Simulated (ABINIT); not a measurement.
A run of ABINIT 10.8.3 (patched build):

run.abi

```
# Datasets: ground state, then fixed potential
ndtset 2

# Pseudopotentials
pp_dirpath "./"
pseudos "Al.upf"

# Structure
acell 3*1.0
rprim
     0.0000000000     3.8263269058     3.8263269058
     3.8263269058     0.0000000000     3.8263269058
     3.8263269058     3.8263269058     0.0000000000
ntypat 1
znucl 13
natom 1
typat 1
xred
     0.0000000000     0.0000000000     0.0000000000

# Plane-wave basis
ecut 20.0

# Exchange and correlation
ixc 11

# Bands and occupations
occopt 3
tsmear 0.05 eV

# SCF cycle
nstep 100

# Output
iomode 3
prtwf 0
prteig 0
prtebands 0
enunit 2
prtden1 1
prtvha1 1
prtvclmb1 1
prtpot1 1
prtelf1 1

# Dataset 1
kptopt1 1
ngkpt1 11 11 11
nshiftk1 1
shiftk1 0.0 0.0 0.0
nband1 6
tolvrs1 1.0e-10

# Dataset 2: bands along G-X-W-K-G-L-U-W-L-K
iscf2 -2
getden2 1
nband2 10
nbdbuf2 2
tolwfr2 1.0e-12
kptopt2 -9
ndivsm2 5
prteig2 1
kptbounds2
     0.0000000000     0.0000000000     0.0000000000
     0.5000000000     0.0000000000     0.5000000000
     0.5000000000     0.2500000000     0.7500000000
     0.3750000000     0.3750000000     0.7500000000
     0.0000000000     0.0000000000     0.0000000000
     0.5000000000     0.5000000000     0.5000000000
     0.6250000000     0.2500000000     0.6250000000
     0.5000000000     0.2500000000     0.7500000000
     0.5000000000     0.5000000000     0.5000000000
     0.3750000000     0.3750000000     0.7500000000
```

Potentials or basis: PseudoDojo NC SR PBE v0.4.1 standard.

Run with:

```sh
$ abinit run.abi > log 2>&1
```

Hardware: 1 thread of Arm Neoverse V2 (shared host).

**Question.** Estimate the wall time of this run.

**Answer.** Run time: 7.3 s on 1 thread of Arm Neoverse V2 (shared host), peak memory 0.1 GiB. Counts: scf iterations 6, k points 56, bands 6, plane waves 495.
